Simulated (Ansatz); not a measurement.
The elements of this relaxed trial crystal are hidden behind letters.

```
lattice vectors (Å)
   2.9820    0.0000    0.0000
  -1.4910    2.5825    0.0000
   0.0000    0.0000   10.0777
fractional positions
X 0.6667 0.3333 0.8781
X 0.3333 0.6667 0.1219
X 0.3333 0.6667 0.3781
X 0.6667 0.3333 0.6219
Z 0.0000 0.0000 0.0000
Z 0.0000 0.0000 0.5000
Z 0.6667 0.3333 0.2500
Z 0.3333 0.6667 0.7500
```

Level of theory: DFT PBE, scalar-relativistic, plane waves, PAW in Ansatz 0.2.0. Settings of the last relaxation (8-atom cell): 420 eV, 12×12×4 k points, Gaussian smearing of 0.02 eV, no spin polarisation.

* Space group: P6_3/mmc (No. 194)
* Conventional cell: a = 2.982 Å, c = 10.078 Å
* Volume per atom: 9.70 Å³
* Density: 3.45 g/cm³
* Formation energy: −2.609 eV/atom
* Gap on the 12×12×4 mesh of the 8-atom cell: 4.17 eV

Energies are uncorrected and count from the elements' standard states at the same level.

Q: X is an s-block element of period 3 and Z is a p-block element of period 2. Which elements are they?

A: X = Mg, Z = O, so the formula is MgO. Density times volume gives a mean mass of 3.45 × 9.70/1.6605 = 20.2 u per atom, and this set has 20.2 u. Among the elements that the hints allow, noble gases aside, only these give it. Mg is surrounded by 6 O at 2.12–2.15 Å and 1 Mg at 2.58 Å; O on a site of symmetry -3m has 6 Mg at 2.12 Å; around O on a site of symmetry -6m2 lie 6 Mg at 2.15 Å.

Kohn–Sham gaps at this level usually fall short of measured ones. Symmetry constrained the relaxation, so the result can be a saddle point.
